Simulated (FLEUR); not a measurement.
# Te2Mo (P6_3/mmc) in FLEUR: band structure with LDA

Aim: the band structure of Te2Mo with LDA.

All numbers are computed with FLEUR MaX-R8.1 (later development tree); they aren't measurements. Logs are shortened: lines on timing, memory, paths and dates and some standing lists are left out, and cuts for length are marked.

**What was measured.**

From “Broadband infrared study of pressure-tunable Fano resonance and metallization transition in 2H-MoTe2”, 2022, pmc:9569381, for a bulk crystal of Te2Mo at 300 K: band gap 0.88 ± 0.05 eV (indirect).

The results are compared with them further down.

**1. The crystal as given**

The structure is hexagonal, space group P6_3/mmc (No. 194). The conventional cell has a = 3.518 Å, b = 3.518 Å, c = 13.974 Å, α = 90.00°, β = 90.00°, γ = 120.00°. Te (site symmetry 3m) has 3 Mo at 2.72 Å as nearest neighbours. Mo (site symmetry -6m2) has 6 Te at 2.72 Å as nearest neighbours.

**2. Band structure, LDA**

inp.xml reads:

```xml
<?xml version="1.0" encoding="UTF-8" standalone="no"?>
<fleurInput fleurInputVersion="0.39">
   <comment>
      Te2Mo                                                                                               
   </comment>
   <calculationSetup>
      <cutoffs Kmax="4.36" Gmax="13.5" GmaxXC="13.5" numbands="0"/>
      <scfLoop itmax="60" minDistance="0.00001" maxIterBroyd="15" imix="Anderson" alpha="0.05" precondParam="0.0" spinf="2.0" sdNocoIR="T"/>
      <coreElectrons ctail="T" frcor="F" kcrel="0" coretail_lmax="0"/>
      <xcFunctional name="vwn" relativisticCorrections="F"/>
      <magnetism jspins="1"/>
      <soc l_soc="F" theta="0.0" phi="0.0" spav="F"/>
      <expertModes spex="0" secvar="F"/>
      <geometryOptimization l_f="F" forcealpha="1.0" forcemix="BFGS" epsdisp="0.00001" epsforce="0.00001"/>
      <ldaU l_linMix="F" mixParam="0.05" spinf="1.0"/>
   </calculationSetup>
   <cell>
      <bzIntegration valenceElectrons="116.0" mode="hist" fermiSmearingEnergy="0.00183747">
         <kPointListSelection listName="default-1"/>
         <!-- k-points included here -->
         <xi:include xmlns:xi="http://www.w3.org/2001/XInclude" href="kpts.xml"> </xi:include>
      </bzIntegration>
      <!-- symmetry operations included here -->
[... 41 lines left out ...]
         <lo type="SCLO" l="2" n="4" eDeriv="2"/>
         <lo type="SCLO" l="3" n="4" eDeriv="2"/>
      </species>
   </atomSpecies>
   <atomGroups>
      <atomGroup species="Tellurium (Te)">
         <relPos label="                   1">-1.000/3.000 1.000/3.000 .3790000000</relPos>
         <relPos label="                   2">1.000/3.000 -1.000/3.000 -.1210000000</relPos>
         <relPos label="                   3">-1.000/3.000 1.000/3.000 .1210000000</relPos>
         <relPos label="                   4">1.000/3.000 -1.000/3.000 -.3790000000</relPos>
         <force calculate="T" relaxXYZ="TTT"/>
      </atomGroup>
      <atomGroup species="Molybdenum (Mo)">
         <relPos label="                   5">-1.000/3.000 1.000/3.000 -1.000/4.000</relPos>
         <relPos label="                   6">1.000/3.000 -1.000/3.000 1.000/4.000</relPos>
         <force calculate="T" relaxXYZ="TTT"/>
      </atomGroup>
   </atomGroups>
   <output dos="F" band="F" slice="F">
      <checks vchk="F" cdinf="F"/>
      <bandDOS minEnergy="-.5*Htr" maxEnergy="0.5*Htr" sigma="0.015" storeEVData="T"/>
      <vacuumDOS vacdos="F" integ="F" star="F" nstars="0" locx1="0.0" locy1="0.0" locx2="0.0" locy2="0.0" nstm="0" tworkf="0.0"/>
      <unfoldingBand unfoldBand="F" supercellX="1" supercellY="1" supercellZ="1"/>
      <plotting iplot="0" polar="F">
         <plot TwoD="T" vec1="  1.0  0.0  0.0" vec2="  0.0  1.0  0.0" vec3="  0.0  0.0  1.0" zero="  0.0  0.0  0.0" file="plot"/>
      </plotting>
      <chargeDensitySlicing numkpt="0" minEigenval="0.0" maxEigenval="0.0" nnne="0" pallst="F"/>
      <specialOutput eonly="F"/>
      <moessbauerParams electricFieldGradient="T" isomerShift="T" coreHyperfine="T" valenceHyperfine="T"/>
      <magneticCircularDichroism mcd="F" energyLo="-10.0" energyUp="0.0"/>
   </output>
  <!-- We include the file relax.xml here to enable relaxations (see documentation) -->
  <xi:include xmlns:xi="http://www.w3.org/2001/XInclude" href="relax.xml"> <xi:fallback/> </xi:include>
</fleurInput>
```

crystal.txt reads:

```
Te2Mo
&input cartesian=F /
3.5182000000  0.0000000000  0.0000000000
-1.7591000000  3.0468505756  0.0000000000
0.0000000000  0.0000000000  13.9736000000
1.8897261246
1.0 1.0 1.0

6
52 0.6666666666  0.3333333332  0.3790000000
52 0.3333333332  0.6666666666  0.8790000000
52 0.6666666666  0.3333333332  0.1210000000
52 0.3333333332  0.6666666666  0.6210000000
42 0.6666666666  0.3333333332  0.7500000000
42 0.3333333332  0.6666666666  0.2500000000

&kpt div1=9 div2=9 div3=2 gamma=T /
```

inp.xml (bands) reads:

```
<?xml version="1.0" encoding="UTF-8" standalone="no"?>
<fleurInput fleurInputVersion="0.39">
   <comment>
      Te2Mo                                                                                               
   </comment>
   <calculationSetup>
      <cutoffs Kmax="4.36" Gmax="13.5" GmaxXC="13.5" numbands="0"/>
      <scfLoop itmax="60" minDistance="0.00001" maxIterBroyd="15" imix="Anderson" alpha="0.05" precondParam="0.0" spinf="2.0" sdNocoIR="T"/>
      <coreElectrons ctail="T" frcor="F" kcrel="0" coretail_lmax="0"/>
      <xcFunctional name="vwn" relativisticCorrections="F"/>
      <magnetism jspins="1"/>
      <soc l_soc="F" theta="0.0" phi="0.0" spav="F"/>
      <expertModes spex="0" secvar="F"/>
      <geometryOptimization l_f="F" forcealpha="1.0" forcemix="BFGS" epsdisp="0.00001" epsforce="0.00001"/>
      <ldaU l_linMix="F" mixParam="0.05" spinf="1.0"/>
   </calculationSetup>
   <cell>
      <bzIntegration valenceElectrons="116.0" mode="hist" fermiSmearingEnergy="0.00183747">
         <kPointListSelection listName="path-1"/>
         <!-- k-points included here -->
         <xi:include xmlns:xi="http://www.w3.org/2001/XInclude" href="kpts.xml"> </xi:include>
      </bzIntegration>
      <!-- symmetry operations included here -->
[... 41 lines left out ...]
         <lo type="SCLO" l="2" n="4" eDeriv="2"/>
         <lo type="SCLO" l="3" n="4" eDeriv="2"/>
      </species>
   </atomSpecies>
   <atomGroups>
      <atomGroup species="Tellurium (Te)">
         <relPos label="                   1">-1.000/3.000 1.000/3.000 .3790000000</relPos>
         <relPos label="                   2">1.000/3.000 -1.000/3.000 -.1210000000</relPos>
         <relPos label="                   3">-1.000/3.000 1.000/3.000 .1210000000</relPos>
         <relPos label="                   4">1.000/3.000 -1.000/3.000 -.3790000000</relPos>
         <force calculate="T" relaxXYZ="TTT"/>
      </atomGroup>
      <atomGroup species="Molybdenum (Mo)">
         <relPos label="                   5">-1.000/3.000 1.000/3.000 -1.000/4.000</relPos>
         <relPos label="                   6">1.000/3.000 -1.000/3.000 1.000/4.000</relPos>
         <force calculate="T" relaxXYZ="TTT"/>
      </atomGroup>
   </atomGroups>
   <output dos="F" band="T" slice="F">
      <checks vchk="F" cdinf="F"/>
      <bandDOS minEnergy="-.5*Htr" maxEnergy="0.5*Htr" sigma="0.015" storeEVData="T"/>
      <vacuumDOS vacdos="F" integ="F" star="F" nstars="0" locx1="0.0" locy1="0.0" locx2="0.0" locy2="0.0" nstm="0" tworkf="0.0"/>
      <unfoldingBand unfoldBand="F" supercellX="1" supercellY="1" supercellZ="1"/>
      <plotting iplot="0" polar="F">
         <plot TwoD="T" vec1="  1.0  0.0  0.0" vec2="  0.0  1.0  0.0" vec3="  0.0  0.0  1.0" zero="  0.0  0.0  0.0" file="plot"/>
      </plotting>
      <chargeDensitySlicing numkpt="0" minEigenval="0.0" maxEigenval="0.0" nnne="0" pallst="F"/>
      <specialOutput eonly="F"/>
      <moessbauerParams electricFieldGradient="T" isomerShift="T" coreHyperfine="T" valenceHyperfine="T"/>
      <magneticCircularDichroism mcd="F" energyLo="-10.0" energyUp="0.0"/>
   </output>
  <!-- We include the file relax.xml here to enable relaxations (see documentation) -->
  <xi:include xmlns:xi="http://www.w3.org/2001/XInclude" href="relax.xml"> <xi:fallback/> </xi:include>
</fleurInput>
```

Potentials or basis: all-electron, FLAPW.

Launch:

```bash
inpgen -f crystal.txt -profile fastHighL
# inp.xml edited to the form shown
mpirun -n 4 fleur_MPI -pe_per_kpt 1
mpirun -n 4 fleur_MPI -pe_per_kpt 1   # second run, on inp.xml (bands)
```

What it wrote:

```text
Welcome to FLEUR        (www.flapw.de)
      MaX-Release 8.1          (www.max-centre.eu)

 ========== k-point set info ==========
 Selected k-point list: default-1
 k-point list type: mesh
 9 x 9 x 2
 Number of k points: 24

 ------------Calculation Setup---------------------------
 Number of MPI-tasks      :            4
 Number of PE/node        :            4
 Number of OMP-threads    :            1
 Using exactly            1  PE per kpt
 Using exactly            1  PE per kpt
 Using exactly            1  PE per kpt
 Using exactly            1  PE per kpt
 k-points in parallel     :            4
 pe's per k-point         :            1
 No of k-point loops      :            6
 Eigenvalue solver        :       lapack
 Number of basis functions:         1688
 Approximate size of matrices (H+S) per k-point:         0.042 GB
 --------------------------------------------------------
 Iteration:     1   Distance:       9.12430505 me/bohr^3
 Iteration:     2   Distance:       8.15932258 me/bohr^3
 Iteration:     3   Distance:       4.00058340 me/bohr^3
 Iteration:     4   Distance:       3.25147547 me/bohr^3
 Iteration:     5   Distance:       2.72525157 me/bohr^3
 Iteration:     6   Distance:       1.53821221 me/bohr^3
 Iteration:     7   Distance:       0.97935889 me/bohr^3
 Iteration:     8   Distance:       0.22465068 me/bohr^3
 Iteration:     9   Distance:       0.11335858 me/bohr^3
 Iteration:    10   Distance:       0.03669007 me/bohr^3
 Iteration:    11   Distance:       0.00886228 me/bohr^3
 Iteration:    12   Distance:       0.00444831 me/bohr^3
 Iteration:    13   Distance:       0.00044219 me/bohr^3
 Iteration:    14   Distance:       0.00014336 me/bohr^3
 Iteration:    15   Distance:       0.00008184 me/bohr^3
 Iteration:    16   Distance:       0.00006787 me/bohr^3
 Iteration:    17   Distance:       0.00003762 me/bohr^3
 Iteration:    18   Distance:       0.00002015 me/bohr^3
 Iteration:    19   Distance:       0.00000653 me/bohr^3

 ********************************************************************
 Run finished successfully
 Stop message:
   all done
 ********************************************************************
```

It took 4.6 min on 4 MPI ranks of Arm Neoverse V1, shared host.

What came out:

```yaml
Free_energy: -959363.5476 eV
Band_gap_on_the_k_mesh: 0.76 eV, indirect (least direct gap 1.03 eV)
Band_gap_along_the_path: 0.71 eV, indirect (least direct gap 1.03 eV)
Valence_electrons_inside_the_program's_atomic_spheres: Te 18.91; Mo 12.22 (radii Te 2.25, Mo 2.5 bohr)
```

Levels at the corners of the path, in eV from the valence-band top:
```
point  band 55  band 56  band 57  band 58  band 59  band 60  band 61  band 62
    Γ    -1.02    -1.02    -0.32     0.00     2.88     2.88     3.01     3.01
    M    -1.00    -0.95    -0.60    -0.31     1.25     1.31     1.44     1.77
    K    -1.83    -1.83    -0.32    -0.08     0.95     0.95     1.14     2.17
    Γ    -1.02    -1.02    -0.32     0.00     2.88     2.88     3.01     3.01
    A    -1.03    -1.03    -0.08    -0.08     2.92     2.92     2.92     2.92
    L    -0.96    -0.96    -0.46    -0.46     1.28     1.28     1.62     1.62
    H    -1.99    -1.99    -0.23    -0.23     0.96     0.96     1.62     1.62
    A    -1.03    -1.03    -0.08    -0.08     2.92     2.92     2.92     2.92
    L    -0.96    -0.96    -0.46    -0.46     1.28     1.28     1.62     1.62
    M    -1.00    -0.95    -0.60    -0.31     1.25     1.31     1.44     1.77
    K    -1.83    -1.83    -0.32    -0.08     0.95     0.95     1.14     2.17
    H    -1.99    -1.99    -0.23    -0.23     0.96     0.96     1.62     1.62
```

Core levels (eV from the Fermi level):
| atom | levels |
| --- | --- |
| 1 Te | 1s1/2 -31567.0, 2s1/2 -4836.4, 2p1/2 -4533.4, 2p3/2 -4259.3, 3s1/2 -958.2, 3p1/2 -833.4, 3p3/2 -782.3, 4s1/2 -159.0, 3d3/2 -561.4, 3d5/2 -550.7 |
| 2 Te | 1s1/2 -31567.0, 2s1/2 -4836.4, 2p1/2 -4533.4, 2p3/2 -4259.3, 3s1/2 -958.2, 3p1/2 -833.4, 3p3/2 -782.3, 4s1/2 -159.0, 3d3/2 -561.4, 3d5/2 -550.7 |
| 3 Te | 1s1/2 -31567.0, 2s1/2 -4836.4, 2p1/2 -4533.4, 2p3/2 -4259.3, 3s1/2 -958.2, 3p1/2 -833.4, 3p3/2 -782.3, 4s1/2 -159.0, 3d3/2 -561.4, 3d5/2 -550.7 |
| 4 Te | 1s1/2 -31567.0, 2s1/2 -4836.4, 2p1/2 -4533.4, 2p3/2 -4259.3, 3s1/2 -958.2, 3p1/2 -833.4, 3p3/2 -782.3, 4s1/2 -159.0, 3d3/2 -561.4, 3d5/2 -550.7 |
| 5 Mo | 1s1/2 -19782.5, 2s1/2 -2791.5, 2p1/2 -2569.6, 2p3/2 -2463.2, 3s1/2 -472.0, 3p1/2 -387.5, 3p3/2 -369.9, 3d3/2 -220.0, 3d5/2 -216.7 |
| 6 Mo | 1s1/2 -19782.5, 2s1/2 -2791.5, 2p1/2 -2569.6, 2p3/2 -2463.2, 3s1/2 -472.0, 3p1/2 -387.5, 3p3/2 -369.9, 3d3/2 -220.0, 3d5/2 -216.7 |

Caveat: spin-orbit coupling is left out, which moves the levels of the heavy elements.

**3. Against experiment**

Step 2. Measured gap of Te2Mo: 0.88 eV (indirect; 300 K; quoted in “Broadband infrared study of pressure-tunable Fano resonance and metallization transition in 2H-MoTe2”, 2022, pmc:9569381). This calculation gives 0.71 eV (-0.17 eV). Spin-orbit coupling on Mo, Te is left out. The value is that of LDA, without temperature or zero-point motion. Semilocal functionals fall short of measured gaps as a rule.
